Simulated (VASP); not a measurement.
# SiC (Moissanite 3C) (F-43m) in VASP: a series of runs

The runs below take SiC (Moissanite 3C) through relaxation of cell and atoms, with PBEsol.

All numbers are computed with VASP 6.6.1; they aren't measurements. Logs are shortened: lines on timing, memory, paths and dates and some standing lists are left out, and cuts for length are marked.

### Step 1. Starting point

The structure is cubic, space group F-43m (No. 216). Conventional cell: a = 4.358 Å, b = 4.358 Å, c = 4.358 Å, α = 90.00°, β = 90.00°, γ = 90.00°. Around Si (site symmetry -43m) lie 4 C at 1.89 Å. Around C (site symmetry -43m) lie 4 Si at 1.89 Å.

### Step 2. Relaxation of cell and atoms, PBEsol

INCAR reads:

```
  PREC = Accurate
  ENCUT = 600
  EDIFF = 1E-6
  ISMEAR = 0
  SIGMA = 0.03
  LREAL = F
  LASPH = T
  NELM = 80
  ALGO = Normal
  ISIF = 3
  LWAVE = F
  LCHARG = F
  GGA = PS
  IBRION = 2
  NSW = 90
  EDIFFG = -0.01
  KPAR = 4
```

KPOINTS reads:

```
Automatic mesh
0
Gamma
  10 10 10
```

POSCAR reads:

```
SiC
1.0
    0.0000000000      2.1790000000      2.1790000000
    2.1790000000      0.0000000000      2.1790000000
    2.1790000000      2.1790000000      0.0000000000
Si C
1 1
Direct
    0.0000000000      0.0000000000      0.0000000000
    0.2500000000      0.2500000000      0.2500000000
```

Potentials or basis: VASP PAW PBE potentials, release 64 (Si, C).

Started as:

```bash
$ cat potpaw_PBE.64/Si/POTCAR potpaw_PBE.64/C/POTCAR > POTCAR
$ mpirun -np 4 vasp_std > vasp.out
```

OUTCAR:

```text
PREC = Accurate
   ENCUT = 600
   EDIFF = 1E-6
   ISMEAR = 0
   LREAL = F
   LASPH = T
   NELM = 80
   ISIF = 3
   GGA = PS
   IBRION = 2
   NSW = 90
   EDIFFG = -0.01

 ion  position               nearest neighbor table
   1  0.000  0.000  0.000-   2 1.89   2 1.89   2 1.89   2 1.89
   2  0.250  0.250  0.250-   1 1.89   1 1.89   1 1.89   1 1.89

  LATTYP: Found a face centered cubic cell.
 ALAT       =     4.3580000000

  Lattice vectors:

 A1 = (   0.0000000000,   2.1790000000,   2.1790000000)
 A2 = (   2.1790000000,   0.0000000000,   2.1790000000)
 A3 = (   2.1790000000,   2.1790000000,   0.0000000000)

Analysis of symmetry for initial positions (statically):
=====================================================================
 Subroutine PRICEL returns:
 Original cell was already a primitive cell.

 Routine SETGRP: Setting up the symmetry group for a
 face centered cubic supercell.

 Subroutine GETGRP returns: Found 24 space group operations
 (whereof 24 operations were pure point group operations)
 out of a pool of 48 trial point group operations.

The static configuration has the point symmetry T_d .

Analysis of symmetry for dynamics (positions and initial velocities):
=====================================================================
 Subroutine PRICEL returns:
 Original cell was already a primitive cell.

 Routine SETGRP: Setting up the symmetry group for a
 face centered cubic supercell.

 Subroutine GETGRP returns: Found 24 space group operations
 (whereof 24 operations were pure point group operations)
 out of a pool of 48 trial point group operations.

The dynamic configuration has the point symmetry T_d .

 Subroutine INISYM returns: Found 24 space group operations
 (whereof 24 operations are pure point group operations),
 and found     1 'primitive' translations

----------------------------------------------------------------------------------------

                                     Primitive cell

  volume of cell :      20.6920

  direct lattice vectors                    reciprocal lattice vectors
     0.000000000  2.179000000  2.179000000    -0.229463056  0.229463056  0.229463056
     2.179000000  0.000000000  2.179000000     0.229463056 -0.229463056  0.229463056
     2.179000000  2.179000000  0.000000000     0.229463056  0.229463056 -0.229463056

  length of vectors
     3.081571352  3.081571352  3.081571352     0.397441672  0.397441672  0.397441672

  position of ions in fractional coordinates (direct lattice)
     0.000000000  0.000000000  0.000000000
     0.250000000  0.250000000  0.250000000

  ion indices of the primitive-cell ions
   primitive index   ion index
                 1           1
                 2           2

----------------------------------------------------------------------------------------

 KPOINTS: Automatic mesh

Automatic generation of k-mesh.
 Grid dimensions read from file:
 generate k-points for:   10   10   10

 Generating k-lattice:

  Cartesian coordinates                     Fractional coordinates (reciprocal lattice)
    -0.022946306  0.022946306  0.022946306     0.100000000  0.000000000  0.000000000
     0.022946306 -0.022946306  0.022946306     0.000000000  0.100000000  0.000000000
     0.022946306  0.022946306 -0.022946306     0.000000000  0.000000000  0.100000000

  Length of vectors
     0.039744167  0.039744167  0.039744167

  Shift w.r.t. Gamma in fractional coordinates (k-lattice)
     0.000000000  0.000000000  0.000000000

 Subroutine IBZKPT returns following result:
 ===========================================

 Found     47 irreducible k-points:

 Following reciprocal coordinates:
            Coordinates               Weight
  0.000000  0.000000  0.000000      1.000000
  0.100000  0.000000  0.000000      8.000000
  0.200000  0.000000  0.000000      8.000000
  0.300000  0.000000  0.000000      8.000000
  0.400000  0.000000  0.000000      8.000000
  0.500000  0.000000  0.000000      4.000000
[... 16 lines left out ...]
  0.300000  0.300000  0.000000      6.000000
  0.400000  0.300000  0.000000     24.000000
 [... further k-points ...]
   k-points           NKPTS =     47   k-points in BZ     NKDIM =     47   number of bands    NBANDS=      8
   number of dos      NEDOS =    301   number of ions     NIONS =      2
   total plane-waves  NPLWV =  21952
   dimension x,y,z NGX =    28 NGY =   28 NGZ =   28
   dimension x,y,z NGXF=    56 NGYF=   56 NGZF=   56
   ions per type =               1   1
   NGX,Y,Z   is equivalent  to a cutoff of  15.11, 15.11, 15.11 a.u.
   NGXF,Y,Z  is equivalent  to a cutoff of  30.21, 30.21, 30.21 a.u.
 SYSTEM =  unknown system
   PREC   = accura    normal or accurate (medium, high low for compatibility)
   ISTART =      0    job   : 0-new  1-cont  2-samecut
   ICHARG =      2    charge: 1-file 2-atom 10-const
   ISPIN  =      1    spin polarized calculation?
   LNONCOLLINEAR =      F non collinear calculations
   LSORBIT =      F    spin-orbit coupling
   LASPH  =      T    aspherical Exc in radial PAW
   ENCUT  =  600.0 eV  44.10 Ry    6.64 a.u.   6.15  6.15  6.15*2*pi/ulx,y,z
   NELM   =     80;   NELMIN=  2; NELMDL= -5     # of ELM steps
   EDIFF  = 0.1E-05   stopping-criterion for ELM
   LREAL  =      F    real-space projection
   EDIFFG = -.1E-01   stopping-criterion for IOM
   NSW    =     90    number of steps for IOM
   IBRION =      2    ionic relax: 0-MD 1-quasi-New 2-CG
   NFREE  =      1    steps in history (QN), initial steepest desc. (CG)
   ISIF   =      3    stress and relaxation
   ISYM   =      2    0-nonsym 1-usesym 2-fastsym
   POTIM  = 0.5000    time-step for ionic-motion
   TEBEG  =    0.0;   TEEND  =   0.0 temperature during run
   PSTRESS=    0.0 pullay stress
   NELECT =       8.0000    total number of electrons
   NUPDOWN=      -1.0000    fix difference up-down
   EMIN   =  10.00;   EMAX   =-10.00  energy-range for DOS
   EFERMI =   0.00;   METHOD = LEGACY
   ISMEAR =     0;   SIGMA  =   0.03  broadening in eV -4-tet -1-fermi 0-gaus
   EFERMI_NEDOS =   21; number of points for ismear=-14 and -15
   IALGO  =     38    algorithm
   IMIX   =      4    mixing-type and parameters
     AMIX     =   0.40;   BMIX     =  1.00
     AMIX_MAG =   1.60;   BMIX_MAG =  1.00
  volume/ion in A,a.u.               =      10.35        69.82
  Fermi-wavevector in a.u.,A,eV,Ry     =   1.192626  2.253736 19.352338  1.422357
  Thomas-Fermi vector in A             =   2.328660
   LORBIT       =      0    0 simple, 1 ext, 2 COOP (PROOUT), +10 PAW based schemes
   GGA     = PS    functional components
   LHFCALC =     F    Hartree Fock is set to
   AEXX    =    0.0000 exact exchange contribution
   IVDW    =     0    specifies the selected vdW correction
   LEPSILON=     F    determine dielectric tensor
   LRPA    =     F    only Hartree local field effects (RPA)
 conjugate gradient relaxation of ions
 non-spin polarized calculation
 Gauss-broadening in eV      SIGMA  =   0.03
  energy-cutoff  :      600.00
  volume of cell :       20.69
 maximum number of plane-waves:       701
 NGX is ok and might be reduce to    28
   NGX = 13   NGY = 13   NGZ = 13

 number of electron       8.0000000 magnetization

 Free energy of the ion-electron system (eV)
  ---------------------------------------------------
  ext. energy  EPLUGINS =         0.00000000
  ---------------------------------------------------
  free energy    TOTEN  =       -15.91610820 eV

  energy without entropy =      -15.91610820  energy(sigma->0) =      -15.91610820

 E-fermi :   8.1959     XC(G=0): -11.5049

 val. band max:        8.0558600555   @ k =   0.0000   0.0000   0.0000
 cond. band min:       9.2901437799   @ k =   0.5000   0.5000   0.0000
 fundamental gap:      1.2342837245
 Fermi energy:         8.1958529689

 k-point     1 :       0.0000    0.0000    0.0000
  band No.  band energies     occupation
      1      -7.3681      2.00000
      2       8.0559      2.00000
      3       8.0559      2.00000
      4       8.0559      2.00000
      5      14.2427      0.00000
      6      15.2991      0.00000
      7      15.2991      0.00000
      8      15.2991      0.00000

 k-point     2 :       0.1000    0.0000    0.0000
  band No.  band energies     occupation
      1      -7.1720      2.00000
      2       7.0408      2.00000
      3       7.9210      2.00000
      4       7.9210      2.00000
      5      14.4944      0.00000
      6      15.5433      0.00000
      7      15.5433      0.00000
      8      15.5793      0.00000

 k-point     3 :       0.2000    0.0000    0.0000
  band No.  band energies     occupation
      1      -6.5918      2.00000
      2       4.9104      2.00000
      3       7.6124      2.00000
      4       7.6124      2.00000
      5      14.1963      0.00000
      6      15.9003      0.00000
      7      15.9003      0.00000
      8      16.7741      0.00000

 k-point     4 :       0.3000    0.0000    0.0000
  band No.  band energies     occupation
      1      -5.6623      2.00000
      2       2.5863      2.00000
      3       7.2953      2.00000
      4       7.2953      2.00000
      5      13.7879      0.00000
      6      15.7521      0.00000
      7      15.7521      0.00000
      8      17.7177      0.00000

 k-point     5 :       0.4000    0.0000    0.0000
  band No.  band energies     occupation
      1      -4.5074      2.00000
      2       0.5168      2.00000
      3       7.0762      2.00000
      4       7.0762      2.00000
      5      13.5199      0.00000
      6      15.3666      0.00000
      7      15.3666      0.00000
      8      17.9759      0.00000
[... 177 lines left out ...]
 k-point    22 :      -0.2000    0.2000    0.0000
  band No.  band energies     occupation
      1      -5.3507      2.00000
      2       3.2405      2.00000
      3       4.8032      2.00000
      4       7.4064      2.00000
      5      14.5344      0.00000
      6      15.9869      0.00000
      7      16.3631      0.00000
      8      17.1387      0.00000

 k-point    23 :       0.3000    0.3000    0.0000
  band No.  band energies     occupation
      1      -5.0843      2.00000
      2       3.6988      2.00000
      3       5.6732      2.00000
      4       5.6732      2.00000
      5      11.1127      0.00000
      6      13.5524      0.00000
      7      19.5263      0.00000
      8      19.5263      0.00000

 k-point    24 :       0.4000    0.3000    0.0000
  band No.  band energies     occupation
      1      -4.2085      2.00000
      2       2.4698      2.00000
      3       4.8720      2.00000
      4       5.4097      2.00000
      5      10.8127      0.00000
      6      13.5681      0.00000
      7      19.6090      0.00000
      8      19.9187      0.00000

 [... further k-points ...]

------------------------ aborting loop because EDIFF is reached ----------------------------------------

  FORCE on cell =-STRESS in cart. coord.  units (eV):
  Direction    XX          YY          ZZ          XY          YZ          ZX
  --------------------------------------------------------------------------------------
  -------------------------------------------------------------------------------------
  Total        0.0058220      0.0058220      0.0058220     -0.0000000      0.0000000     -0.0000000
  in kB        0.4507971      0.4507971      0.4507971     -0.0000000      0.0000000     -0.0000000
  external PRESSURE =       0.4507971 kB  Pullay stress =       0.0000000 kB

 VOLUME and BASIS-vectors are now :
 -----------------------------------------------------------------------------
  energy-cutoff  :      600.00
  volume of cell :       20.69
      direct lattice vectors                 reciprocal lattice vectors
     0.000000000  2.179000000  2.179000000    -0.229463056  0.229463056  0.229463056
     2.179000000  0.000000000  2.179000000     0.229463056 -0.229463056  0.229463056
     2.179000000  2.179000000  0.000000000     0.229463056  0.229463056 -0.229463056

 POSITION                                       TOTAL-FORCE (eV/Angst)
 -----------------------------------------------------------------------------------
      0.00000      0.00000      0.00000        -0.000000      0.000000      0.000000
      1.08950      1.08950      1.08950         0.000000     -0.000000     -0.000000
 -----------------------------------------------------------------------------------
    total drift:                               -0.000000     -0.000000     -0.000000

  FREE ENERGIE OF THE ION-ELECTRON SYSTEM (eV)
  ---------------------------------------------------
  free  energy   TOTEN  =       -15.9161082006 eV

  energy  without entropy=      -15.9161082006  energy(sigma->0) =      -15.91610820

 reached required accuracy - stopping structural energy minimisation
```

It took 3.1 s on 4 MPI ranks of Intel Xeon 6975P-C (Granite Rapids), shared host; peak memory 0.14 GiB.

Results:

```
Free energy             : -15.9161 eV
Pressure after relaxing : 0.0 GPa
Band gap on the k mesh  : 1.23 eV, indirect (least direct gap 4.44 eV)
```

Final structure:
```xyz
2
Lattice="0.0000 2.1790 2.1790 2.1790 0.0000 2.1790 2.1790 2.1790 0.0000" Properties=species:S:1:pos:R:3 pbc="T T T"
Si    0.0000    0.0000    0.0000
C     1.0895    1.0895    1.0895
```

Levels at points of the mesh, in eV from the valence-band top:
```csv
k point,band 1,band 2,band 3,band 4,band 5,band 6,band 7,band 8
"(0.00, 0.00, 0.00)",-15.42,0.00,0.00,0.00,6.19,7.24,7.24,7.24
"(0.50, 0.00, 0.00)",-11.82,-8.60,-1.06,-1.06,5.37,7.14,7.14,9.92
"(0.50, 0.50, 0.00)",-10.36,-7.83,-3.21,-3.21,1.23,4.20,13.95,13.95
```

Caveat: the relaxation stopped at its first step, so nothing moved; the PAW data sets were made with another functional, which shifts forces and pressure a little.

### Step 3. Relaxation of cell and atoms, PBEsol

Changes to INCAR since step 2:

```diff
@@ -2,3 +2,3 @@
   ENCUT = 600
-  EDIFF = 1E-6
+  EDIFF = 1E-7
   ISMEAR = 0
@@ -15,3 +15,3 @@
   NSW = 90
-  EDIFFG = -0.01
+  EDIFFG = -0.005
   KPAR = 4
```

KPOINTS is that of step 2.

POSCAR reads:

```
SiC                                     
1.0
    0.0000000000      2.1790000000      2.1790000000
    2.1790000000      0.0000000000      2.1790000000
    2.1790000000      2.1790000000      0.0000000000
  Si              C             
     1     1
Direct
     0.0000000000000000    0.0000000000000000    0.0000000000000000
     0.2500000000000000    0.2500000000000000    0.2500000000000000
```

Potentials or basis: VASP PAW PBE potentials, release 64 (Si, C).

Started as:

```bash
$ cat potpaw_PBE.64/Si/POTCAR potpaw_PBE.64/C/POTCAR > POTCAR
$ mpirun -np 4 vasp_std > vasp.out
```

OUTCAR:

```text
PREC = Accurate
   ENCUT = 600
   EDIFF = 1E-7
   ISMEAR = 0
   LREAL = F
   LASPH = T
   NELM = 80
   ISIF = 3
   GGA = PS
   IBRION = 2
   NSW = 90
   EDIFFG = -0.005

 ion  position               nearest neighbor table
   1  0.000  0.000  0.000-   2 1.89   2 1.89   2 1.89   2 1.89
   2  0.250  0.250  0.250-   1 1.89   1 1.89   1 1.89   1 1.89

  LATTYP: Found a face centered cubic cell.
 ALAT       =     4.3580000000

  Lattice vectors:

 A1 = (   0.0000000000,   2.1790000000,   2.1790000000)
 A2 = (   2.1790000000,   0.0000000000,   2.1790000000)
 A3 = (   2.1790000000,   2.1790000000,   0.0000000000)

Analysis of symmetry for initial positions (statically):
=====================================================================
 Subroutine PRICEL returns:
 Original cell was already a primitive cell.

 Routine SETGRP: Setting up the symmetry group for a
 face centered cubic supercell.

 Subroutine GETGRP returns: Found 24 space group operations
 (whereof 24 operations were pure point group operations)
 out of a pool of 48 trial point group operations.

The static configuration has the point symmetry T_d .
[... 169 lines left out ...]
 Fermi energy:         8.1959029874

 k-point     1 :       0.0000    0.0000    0.0000
  band No.  band energies     occupation
      1      -7.3681      2.00000
      2       8.0559      2.00000
      3       8.0559      2.00000
      4       8.0560      2.00000
      5      14.2428      0.00000
      6      15.2991      0.00000
      7      15.2991      0.00000
      8      15.2991      0.00000
[... 243 lines left out ...]
 k-point    24 :       0.4000    0.3000    0.0000
  band No.  band energies     occupation
      1      -4.2085      2.00000
      2       2.4699      2.00000
      3       4.8721      2.00000
      4       5.4098      2.00000
      5      10.8128      0.00000
      6      13.5682      0.00000
      7      19.6090      0.00000
      8      19.9188      0.00000

 [... further k-points ...]

------------------------ aborting loop because EDIFF is reached ----------------------------------------

  FORCE on cell =-STRESS in cart. coord.  units (eV):
  Direction    XX          YY          ZZ          XY          YZ          ZX
  --------------------------------------------------------------------------------------
  -------------------------------------------------------------------------------------
  Total        0.0051827      0.0051827      0.0051827      0.0000000      0.0000000      0.0000000
  in kB        0.4012955      0.4012955      0.4012955      0.0000000      0.0000000      0.0000000
  external PRESSURE =       0.4012955 kB  Pullay stress =       0.0000000 kB

 VOLUME and BASIS-vectors are now :
 -----------------------------------------------------------------------------
  energy-cutoff  :      600.00
  volume of cell :       20.69
      direct lattice vectors                 reciprocal lattice vectors
     0.000000000  2.179000000  2.179000000    -0.229463056  0.229463056  0.229463056
     2.179000000  0.000000000  2.179000000     0.229463056 -0.229463056  0.229463056
     2.179000000  2.179000000  0.000000000     0.229463056  0.229463056 -0.229463056

 POSITION                                       TOTAL-FORCE (eV/Angst)
 -----------------------------------------------------------------------------------
      0.00000      0.00000      0.00000        -0.000000      0.000000      0.000000
      1.08950      1.08950      1.08950         0.000000     -0.000000     -0.000000
 -----------------------------------------------------------------------------------
    total drift:                               -0.000000     -0.000000     -0.000000

  FREE ENERGIE OF THE ION-ELECTRON SYSTEM (eV)
  ---------------------------------------------------
  free  energy   TOTEN  =       -15.9161082404 eV

  energy  without entropy=      -15.9161082404  energy(sigma->0) =      -15.91610824

 reached required accuracy - stopping structural energy minimisation
```

CONTCAR:

```text
SiC
   1.00000000000000
     0.0000000000000000    2.1789999999999998    2.1789999999999998
     2.1789999999999998    0.0000000000000000    2.1789999999999998
     2.1789999999999998    2.1789999999999998    0.0000000000000000
  Si              C
     1     1
Direct
     0.0000000000000000    0.0000000000000000    0.0000000000000000
     0.2500000000000000    0.2500000000000000    0.2500000000000000

  0.00000000E+00  0.00000000E+00  0.00000000E+00
  0.00000000E+00  0.00000000E+00  0.00000000E+00
```

It took 3 s on 4 MPI ranks of Intel Xeon 6975P-C (Granite Rapids), shared host; peak memory 0.13 GiB.

Results:

| Property | Result |
| --- | --- |
| Free energy | -15.9161 eV |
| Pressure after relaxing | 0.0 GPa |
| Band gap on the k mesh | 1.23 eV, indirect (least direct gap 4.44 eV) |

Final structure:
```
Si C
1.0
     0.00000    2.17900    2.17900
     2.17900    0.00000    2.17900
     2.17900    2.17900    0.00000
Si C
1 1
Direct
  0.00000 0.00000 0.00000
  0.25000 0.25000 0.25000
```

Levels at points of the mesh, in eV from the valence-band top:
```tsv
k point	band 1	band 2	band 3	band 4	band 5	band 6	band 7	band 8
(0.00, 0.00, 0.00)	-15.42	0.00	0.00	0.00	6.19	7.24	7.24	7.24
(0.50, 0.00, 0.00)	-11.82	-8.60	-1.06	-1.06	5.37	7.14	7.14	9.92
(0.50, 0.50, 0.00)	-10.36	-7.83	-3.21	-3.21	1.23	4.20	13.95	13.95
```

Caveat: the relaxation stopped at its first step, so nothing moved; the PAW data sets were made with another functional, which shifts forces and pressure a little.
